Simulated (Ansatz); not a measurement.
# BN: an axial (c/a) deformation path

The task here is to estimate one member of a computed series from the others.

Computed with Ansatz 0.2.0 (DFT PBEsol, scalar-relativistic, plane waves, PAW, unless a step's input says otherwise).

## The structure to begin with

It takes space group Fmm2 (No. 42, orthorhombic). The conventional cell has a = 2.503 Å, b = 6.991 Å, c = 4.332 Å, α = 90.00°, β = 90.00°, γ = 90.00°. B (site symmetry mm2) is surrounded by 3 N at 1.44 Å. N (site symmetry mm2) has 3 B at 1.44 Å as nearest neighbours.

As a file:

```xyz
2
Lattice="0.0000 3.4953 2.1661 1.2516 0.0000 2.1661 1.2516 3.4953 0.0000" Properties=species:S:1:pos:R:3 pbc="T T T"
B     1.2516    3.4953    0.0002
N     1.2516    3.4953    2.8881
```

It goes back to an entry of the Materials Project, which need not be the stable form.

No relaxation comes first: the listed cell is the starting point.

The first run:

At fixed volume and fractional coordinates, lengths along (0.000, 0.000, 1.000) are scaled against those across it; ρ is that ratio over its starting value.

input.yaml reads:

```yaml
crystal:
  lattice:
    - [0.0, 3.6898902473, 1.9436707384]
    - [1.3213069444, 0.0, 1.9436707384]
    - [1.3213069444, 3.6898902473, 0.0]
  atoms:
    - { symbol: B, position: [4.865e-05, 4.865e-05, 0.99995135] }
    - { symbol: "N", position: [0.66665134, 0.66665134, 0.33334866] }
basis:
  ecutwfc: 300.0
kpoints:
  mp_grid: { grid: [6, 6, 6] }
hamiltonian:
  xc: pbesol
scf:
  occupations: { method: gaussian, width: 0.05 }
output:
  forces: true
  stress: true
  eigenvalues: true
```

Command:

```
> ansatz run input.yaml --threads 1 --pin off --max-ram 2560MiB --backend cpu --events-out ev --progress --plain --runs-dir out
```

Among the steps run: Point ρ = 0.850; Point ρ = 1.200; ρ = 0.920; Point ρ = 1.100; ρ = 0.960; At ρ = 1.050; At ρ = 0.800; At ρ = 1.300.

One table of the session follows, with a row left open; its other results are not shown here.

The scan, with free energies counted from the undisturbed cell:

```
    ρ  ΔE (meV/atom)  pressure (GPa)  gap on the mesh (eV)
0.800          711.5            41.9                  3.80
0.850          368.4            27.8                  4.16
0.920              ?               ?                     ?
0.960           24.7             7.0                  4.02
1.000            0.0             2.0                  3.75
1.050           26.1            -3.2                  3.42
1.100          103.6            -7.2                  3.11
1.200          376.3           -12.2                  2.52
1.300          750.6           -14.2                  1.96
```

Estimate the missing values for ρ = 0.920.

Worked estimate for «ΔE (meV/atom)». A straight line through the neighbours (0.850, 368.4) and (0.960, 24.7) gives 368.4 + (24.7 − 368.4) × (0.920 − 0.850) / (0.960 − 0.850) = 149.7; a parabola fitted to 4 rows on both sides gives 88.6.

The run gave: ΔE (meV/atom): 93.1; pressure (GPa): 13.2; gap on the mesh (eV): 4.32. In «ΔE (meV/atom)» the line misses by +56.6 and the parabola by -4.5.

To keep in mind: Warnings in the runs' records: cutoff below recommended.
